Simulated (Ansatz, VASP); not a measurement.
## Two plane-wave programs on Sn

```
Sn
1.0
     0.00000    3.30486    3.30486
     3.30486    0.00000    3.30486
     3.30486    3.30486    0.00000
Sn
2
Direct
  0.50000 0.50000 0.50000
  0.75000 0.75000 0.75000
```

Alike in both runs: task single point; functional PBE; k mesh 12 × 12 × 12; occupations gaussian, width 0.1 eV; no spin polarisation.

```csv
,VASP,Ansatz
version,VASP 6.6.1,Ansatz 0.2.0
potentials or method,"VASP PAW PBE potentials, release 64 (Sn_d)","scalar-relativistic, plane waves, PAW"
plane-wave cutoff (eV),520,420
valence electrons in the cell,28,28
```

Ansatz gave:

- gap on the k mesh at the Fermi level (eV): none
- pressure (GPa): 0.8

Question: Estimate VASP's values.

Answer: gap on the k mesh at the Fermi level (eV): none; pressure (GPa): 0.7.

A gap of «none» marks a metal or a gap that the smearing closes.
